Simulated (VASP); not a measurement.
# Sb: convergence, transport in the constant relaxation-time approximation

Sb, R-3m (no. 166), 2 atoms in the cell. LDA, Boltzmann transport, constant relaxation time; PAW potentials Sb (LDA set). VASP 6.6.1.

Wanted: conductivity at 300 K within 3 %; Seebeck coefficient at 300 K within 1.5 uV/K.

POSCAR:
```
Sb
1.0
    2.1542000000      1.2437279499      3.7580000000
   -2.1542000000      1.2437279499      3.7580000000
    0.0000000000     -2.4874558998      3.7580000000
Sb
2
Direct
    0.7665100000      0.7665100000      0.7665100000
    0.2334900000      0.2334900000      0.2334900000
```

The series start from Dense mesh (KPOINTS_ELPH): 18x18x18; TRANSPORT_NEDOS: 501; Mesh of the SCF: 10x10x10; Cutoff ENCUT (eV): 300; ELPH_NBANDS: 11 over half the electrons; ELPH_ISMEAR: -24; PREC: Accurate; KPAR: 4. Each series keeps the choices made before it, and each single choice may use up half of a tolerance.

## Dense mesh (KPOINTS_ELPH)

| Dense mesh (KPOINTS_ELPH) | Conductivity at 300 K (S/m) | Seebeck coefficient at 300 K (uV/K) | SCF iterations | Time (s) |
|---|---|---|---|---|
| 8x8x8 | 3.477e4 | 70.9 | 12 | 8.2 |
| 10x10x10 | 3.368e4 | 172.7 | 12 | 11 |
| 14x14x14 | 1.18e5 | 30.9 | 12 | 17 |
| 18x18x18 | 2.83e5 | 72.2 | 12 | 33 |
| 24x24x24 | 9.24e5 | 18.0 | 12 | 63 |
| 33x33x33 (reference) | 9.22e5 | -30.9 | 12 | 165 |

Chosen: 33x33x33; the next looser run is off by more than half of the tolerance, so convergence isn't shown beyond this value.

## TRANSPORT_NEDOS

| TRANSPORT_NEDOS | Conductivity at 300 K (S/m) | Seebeck coefficient at 300 K (uV/K) | SCF iterations | Time (s) |
|---|---|---|---|---|
| 51 | 9.22e5 | -30.9 | 12 | 150 |
| 101 | 9.22e5 | -30.8 | 12 | 161 |
| 201 | 9.22e5 | -30.9 | 12 | 173 |
| 501 | 9.22e5 | -30.9 | 12 | 165 |
| 1001 | 9.22e5 | -30.9 | 12 | 161 |
| 2001 | 9.22e5 | -30.9 | 12 | 159 |
| 5001 (reference) | 9.22e5 | -30.9 | 12 | 209 |

Chosen: 51, the loosest value from which every tighter one stays within half of the tolerance.

## Mesh of the SCF

| Mesh of the SCF | Conductivity at 300 K (S/m) | Seebeck coefficient at 300 K (uV/K) | SCF iterations | Time (s) |
|---|---|---|---|---|
| 4x4x4 | 9.22e5 | -24.3 | 12 | 142 |
| 6x6x6 | 9.18e5 | -27.8 | 11 | 135 |
| 8x8x8 | 9.17e5 | -29.1 | 12 | 149 |
| 10x10x10 | 9.22e5 | -30.9 | 12 | 150 |
| 14x14x14 (reference) | 9.3e5 | -32.1 | 12 | 146 |

Chosen: 14x14x14; the next looser run is off by more than half of the tolerance, so convergence isn't shown beyond this value.

## ELPH_NBANDS

| ELPH_NBANDS | Conductivity at 300 K (S/m) | Seebeck coefficient at 300 K (uV/K) | SCF iterations | Time (s) |
|---|---|---|---|---|
| 5 over half the electrons | 9.3e5 | -32.1 | 12 | 97 |
| 7 over half the electrons | 9.3e5 | -32.1 | 12 | 109 |
| 11 over half the electrons | 9.3e5 | -32.1 | 12 | 146 |
| 19 over half the electrons (reference) | 9.3e5 | -32.1 | 12 | 232 |

Chosen: 5 over half the electrons.

## ELPH_ISMEAR

| ELPH_ISMEAR | Conductivity at 300 K (S/m) | Seebeck coefficient at 300 K (uV/K) | SCF iterations | Time (s) |
|---|---|---|---|---|
| -24 | 9.3e5 | -32.1 | 12 | 97 |
| -14 | 9.3e5 | -32.1 | 12 | 119 |
| -15 | 9.3e5 | -32.1 | 12 | 124 |
| -1 | 9.06e5 | -27.6 | 12 | 102 |
| 0 | 9.05e5 | -27.3 | 12 | 95 |

Chosen: -24; no other choice that stays within half of the tolerance saves 30 % of the time.

## PREC

| PREC | Conductivity at 300 K (S/m) | Seebeck coefficient at 300 K (uV/K) | SCF iterations | Time (s) |
|---|---|---|---|---|
| Accurate | 9.3e5 | -32.1 | 12 | 97 |
| Normal | 9.3e5 | -32.1 | 12 | 45 |

Chosen: Normal, the fastest of those that stay within half of the tolerance.

## KPAR

| KPAR | Conductivity at 300 K (S/m) | Seebeck coefficient at 300 K (uV/K) | SCF iterations | Time (s) |
|---|---|---|---|---|
| 4 | 9.3e5 | -32.1 | 12 | 45 |
| 2 | 9.3e5 | -32.1 | 12 | 54 |
| 1 | 9.3e5 | -32.1 | 12 | 50 |

Chosen: 4.

## All choices together

| Input | Conductivity at 300 K (S/m) | Seebeck coefficient at 300 K (uV/K) | Time (s) |
|---|---|---|---|
| defaults, no KPOINTS_ELPH (naive) | 115.9 | 126.7 | 1.5 |
| chosen settings | 9.3e5 | -32.1 | 45 |
| reference settings throughout | 9.3e5 | -32.0 | 227 |

The chosen settings stay within the tolerance of the reference run, but the reference itself isn't shown to be converged in: Dense mesh (KPOINTS_ELPH), Mesh of the SCF.

## The input

INCAR:
```
SYSTEM = Sb
  ALGO = Normal
  EDIFF = 1E-8
  ELPH_FERMI_NEDOS = 51
  ELPH_ISMEAR = -24
  ELPH_MODE = TRANSPORT
  ELPH_NBANDS = 10
  ELPH_SCATTERING_APPROX = CRTA
  ELPH_SELFEN_CARRIER_DEN = 0.0
  ELPH_SELFEN_TEMPS = 300 500 700 900
  ENCUT = 300
  GGA = CA
  ISMEAR = 1
  KPAR = 4
  LASPH = .TRUE.
  LCHARG = .FALSE.
  LREAL = .FALSE.
  LWAVE = .FALSE.
  NELM = 100
  PREC = Normal
  SIGMA = 0.1
  TRANSPORT_NEDOS = 51
  TRANSPORT_RELAXATION_TIME = 1E-14
```

KPOINTS:
```
Automatic mesh
0
Gamma
  14 14 14
  0 0 0
```

KPOINTS_ELPH:
```
Automatic mesh
0
Gamma
  33 33 33
  0 0 0
```

Commands:
```
cat potpaw_LDA.64/Sb/POTCAR > POTCAR
mpirun -np 4 vasp_std > vasp.out
```

Limits: Conductivity and heat conductivity scale with the typed relaxation time, here the same at all temperatures, so the change of scattering with temperature is missing.

The chosen input took VASP 6.6.1 45 s on 4 cores (Intel Xeon 6975P-C (Granite Rapids)), a shared host.

## An input that fails: too few bands on the transport mesh

It runs to its end, but against the unchanged starting input it is off by 89 % in the conductivity at 300 K, 249.3 uV/K in the Seebeck coefficient at 300 K.

Changes against the starting input:
```
- ELPH_NBANDS = 16
+ ELPH_NBANDS = 5
```
